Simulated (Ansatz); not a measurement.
## Squeezing Sb (simple hexagonal type)

```yaml
crystal:
  lattice:
    - [3.28315, 0.00000, 0.00000]
    - [-1.64157, 2.84329, 0.00000]
    - [0.00000, 0.00000, 3.12360]
  atoms:
    - { symbol: Sb, position: [0.00000, 0.00000, 0.00000] }
```

The cell comes from a relaxation on PAW files under the same functional, begun from a prototype that needn't be the stable phase.

Its volume is scaled, and at each volume shape and atoms are relaxed on PAW files; all methods then take that cell.

Computed with Ansatz 0.2.0; functional PBE, scalar-relativistic. Settings: a Γ-centred 13×13×12 k mesh, Fermi–Dirac smearing of 0.05 eV, no spin polarisation. Methods: LAPW: all electrons, basis error target 1 meV/atom; PAW: frozen-core files, cutoff 420 eV; crystal datasets: all electrons, by PAW datasets that the program makes for each cell; norm-conserving: pseudopotentials, cutoff 1088 eV; PAW (cutoff 250 eV): frozen-core files, cutoff 250 eV.

Energies are extrapolated to zero smearing and count from the unscaled cell; pressure is positive in compression; gaps take the mesh and a band path. No temperature or zero-point motion is included.

Spin–orbit coupling is left out, which matters for the heavy atoms.

| V/V0 | V (Å³/atom) | P LAPW (GPa) | ΔE LAPW (eV/atom) | P PAW − LAPW (GPa) | ΔE PAW − LAPW (meV/atom) | space group | shortest distance (Å) |
| --- | --- | --- | --- | --- | --- | --- | --- |
| 1.00 | 29.16 | 0.03 | 0.000 | -0.01 | 0.0 | P6/mmm | 3.124 |
| 0.90 | 26.24 | 7.64 | 0.064 | -0.01 | -0.1 | P6/mmm | 3.018 |
| 0.80 | 23.33 | 20.9 | ? | -0.01 | -0.3 | P6/mmm | 2.893 |
| 0.70 | 20.41 | 44.9 | ? | 0.00 | -0.3 | P6/mmm | 2.773 |
| 0.60 | 17.50 | 91.8 | 2.084 | 0.03 | -0.1 | P6/mmm | 2.632 |
| 0.50 | 14.58 | 188.4 | 4.524 | 0.09 | 1.1 | P6/mmm | 2.476 |
| 0.40 | 11.66 | 409.4 | 9.662 | 0.23 | 3.6 | P6/mmm | 2.282 |

(1) Give the missing entry: row "0.80", column "ΔE LAPW (eV/atom)".

(2) Give the missing entry: row "0.70", column "ΔE LAPW (eV/atom)".

(3) Fit the Vinet equation to the LAPW pressures over the whole range, with residuals weighted by 1/(|P| + 0.03·Pmax).

(4) At the smallest volume, how far do crystal datasets and norm-conserving and PAW (cutoff 250 eV) lie from LAPW in pressure?

## Answers

(1) 0.312.

(2) 0.888.

(3) V0 = 29.25 Å³/atom, B0 = 51.1 GPa and B0′ = 5.27, and the fit misses no point by more than 5.3 GPa. A fit over so wide a range pins B0 less well than one near rest.

(4) crystal datasets: 0.00 GPa; norm-conserving: +1.27 GPa; PAW (cutoff 250 eV): +7.91 GPa, on a LAPW pressure of 409.4 GPa.
